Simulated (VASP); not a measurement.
# Sn: molecular dynamics with a thermostat

Sn, C2/c (no. 15), 8 atoms in the cell. PBE, molecular dynamics; PAW potentials Sn (PBE set).

Ensemble: Nose-Hoover; Target temperature (K): 1000.

## Input

INCAR:
```
SYSTEM = Sn
GGA = PE
PREC = Normal
ENCUT = 200
EDIFF = 1E-6
NELMIN = 4
NELM = 60
ALGO = Fast
LREAL = Auto
LASPH = .True.
ISMEAR = -1
SIGMA = 0.05
ISYM = 0
LWAVE = .False.
LCHARG = .False.
IBRION = 0
NSW = 60
POTIM = 4.0
TEBEG = 1000
ISIF = 2
RANDOM_SEED = 151349 0 0
MDALGO = 2
SMASS = 0
KPAR = 2
```

KPOINTS:
```
k-points
0
Gamma
  3 3 2
```

POSCAR:
```
Sn
1.0
    5.1704645251     -2.2627010000      0.0000000000
    5.1704645251      2.2627010000      0.0000000000
   -3.2662226444      0.0000000000      9.7734708863
Sn
8
Direct
    0.2520930000      0.2424530000      0.1223180000
    0.7575470000      0.7479070000      0.3776820000
    0.7479070000      0.7575470000      0.8776820000
    0.2424530000      0.2520930000      0.6223180000
    0.0054700000      0.9945300000      0.2500000000
    0.9945300000      0.0054700000      0.7500000000
    0.5000000000      0.5000000000      0.0000000000
    0.5000000000      0.5000000000      0.5000000000
```

Commands:
```
cat potpaw_PBE.64/Sn/POTCAR > POTCAR
mpirun -np 2 vasp_std > vasp.out
```

## Result

- Mean temperature (K): 1035
- Standard error of the mean temperature (K): 122
- Relative fluctuation of the kinetic energy: 0.326
- Canonical value of that fluctuation: 0.309
- Rise of the mean potential energy above the start (meV/atom): 108.4
- Electronic steps per ionic step after the first: 4.1

Course of the run:

| Time (fs) | Temperature (K) | Potential energy less the first (meV/atom) |
|---|---|---|
| 4 | 1000 | 0.0 |
| 24 | 946 | 6.4 |
| 40 | 842 | 20.7 |
| 60 | 703 | 47.1 |
| 76 | 646 | 70.6 |
| 96 | 766 | 93.7 |
| 112 | 1141 | 101.5 |
| 132 | 1747 | 111.8 |
| 148 | 1612 | 146.0 |
| 168 | 875 | 206.0 |
| 184 | 657 | 220.4 |
| 204 | 969 | 186.2 |
| 220 | 1319 | 150.3 |
| 240 | 1340 | 127.2 |

REPORT:
```
MDALGO =   2
               SCALING =       0
                 CNEXP =     9.000   14.000
           RANDOM_SEED =            151349                0                0

   original number of atomic DOF:         21
   number of independent constraints:      0
   number of active DOF:                  21

========================================
         MD step No.       1
========================================

  Atomic velocities initialized by STEP_tb

  >Energies
                    E_tot             E_pot             E_kin               EPS                ES
   e_b>   -0.29182254E+02   -0.30087452E+02    0.90519794E+00    0.00000000E+00    0.00000000E+00

  >Temperature
               T_sim     T_inst
   tmprt>   1000.000   1000.412

  >Thermostat:
           s(n+1) sdot(n+1)      s(n)   sdot(n)        Qs
   s_b>   0.00001   0.00001   0.00000   0.00000   0.71090

           RANDOM_SEED =            151349               48                0

[... steps left out ...]

========================================
         MD step No.      60
========================================

  >Energies
                    E_tot             E_pot             E_kin               EPS                ES
   e_b>   -0.29181986E+02   -0.29069535E+02    0.12123979E+01    0.46515696E-01   -0.13713640E+01

  >Temperature
               T_sim     T_inst
   tmprt>   1000.000   1339.925

  >Thermostat:
           s(n+1) sdot(n+1)      s(n)   sdot(n)        Qs
   s_b>  -0.73067   0.02909  -0.75781   0.02518   0.71090

           RANDOM_SEED =            151349               48                0
```

OSZICAR:
```
N       E                     dE             d eps       ncg     rms          rms(c)
DAV:   1     0.603981298154E+02    0.60398E+02   -0.61443E+03   420   0.547E+02
DAV:   2    -0.236269478368E+02   -0.84025E+02   -0.79777E+02   504   0.109E+02
DAV:   3    -0.300567638824E+02   -0.64298E+01   -0.61286E+01   592   0.310E+01
DAV:   4    -0.301976200218E+02   -0.14086E+00   -0.13529E+00   516   0.426E+00
DAV:   5    -0.302021072059E+02   -0.44872E-02   -0.44564E-02   582   0.639E-01    0.382E+00
RMM:   6    -0.301321477841E+02    0.69959E-01   -0.16625E-02   420   0.731E-01    0.227E+00
RMM:   7    -0.300864965445E+02    0.45651E-01   -0.46887E-02   420   0.123E+00    0.978E-02
RMM:   8    -0.300873419668E+02   -0.84542E-03   -0.45973E-03   426   0.357E-01    0.252E-02
RMM:   9    -0.300874317692E+02   -0.89802E-04   -0.76568E-04   443   0.120E-01    0.958E-03
RMM:  10    -0.300874468724E+02   -0.15103E-04   -0.11290E-04   447   0.421E-02    0.344E-03
RMM:  11    -0.300874517029E+02   -0.48305E-05   -0.23381E-05   460   0.171E-02    0.146E-03
RMM:  12    -0.300874522657E+02   -0.56277E-06   -0.28775E-06   285   0.670E-03
[... left out ...]
     58 T=  1401. E= -.29182807E+02 F= -.29022596E+02 E0= -.29002713E+02  EK= 0.12674E+01 SP= -.14E+01 SK= 0.18E-01
     59 T=  1380. E= -.29182445E+02 F= -.29049955E+02 E0= -.29030917E+02  EK= 0.12490E+01 SP= -.14E+01 SK= 0.31E-01
[... last step whole ...]
       N       E                     dE             d eps       ncg     rms          rms(c)
DAV:   1    -0.290695284929E+02   -0.19574E-01   -0.10589E-02   680   0.141E+00    0.395E-03
RMM:   2    -0.290695333890E+02   -0.48961E-05   -0.10034E-04   420   0.425E-02    0.188E-03
RMM:   3    -0.290695350092E+02   -0.16202E-05   -0.17214E-05   371   0.145E-02    0.116E-03
RMM:   4    -0.290695351511E+02   -0.14187E-06   -0.27192E-06   271   0.549E-03
     60 T=  1340. E= -.29181986E+02 F= -.29069535E+02 E0= -.29051177E+02  EK= 0.12124E+01 SP= -.14E+01 SK= 0.47E-01
```

Limits: 240 fs of 8 atoms are too short for converged averages; the cell is only 4.1 Å across, so each atom moves in step with near copies of itself.

VASP 6.6.1 took 199 s on 2 cores (AMD EPYC 7R13 (Zen 3)), a shared host.
